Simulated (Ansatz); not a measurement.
Sb2Te3:
```
CELL_PARAMETERS angstrom
      2.14441     1.23807    10.37711
     -2.14441     1.23807    10.37711
      0.00000    -2.47615    10.37711
ATOMIC_POSITIONS crystal
  Sb 0.39688 0.39688 0.39688
  Sb 0.60312 0.60312 0.60312
  Te 0.78463 0.78463 0.78463
  Te 0.21537 0.21537 0.21537
  Te 0.00000 0.00000 0.00000
```

r²SCAN+D4 in the plane-wave PAW code Ansatz gives a gap of 0.34 eV without spin–orbit coupling, maximum at Γ, minimum at Γ.

Problem. What happens when spin–orbit coupling is switched on?

Solution. The gap falls by 0.28 eV, to 0.06 eV; maximum at Γ, minimum on the Γ–T line, 17 % of the way from Γ. The small gap may have closed and reopened with inverted band order, as semilocal functionals often give for heavy narrow-gap crystals.

Space group R-3m. The r²SCAN+D4 relaxation kept the symmetry of its start.

Potentials: the later of the program's two PAW sets.
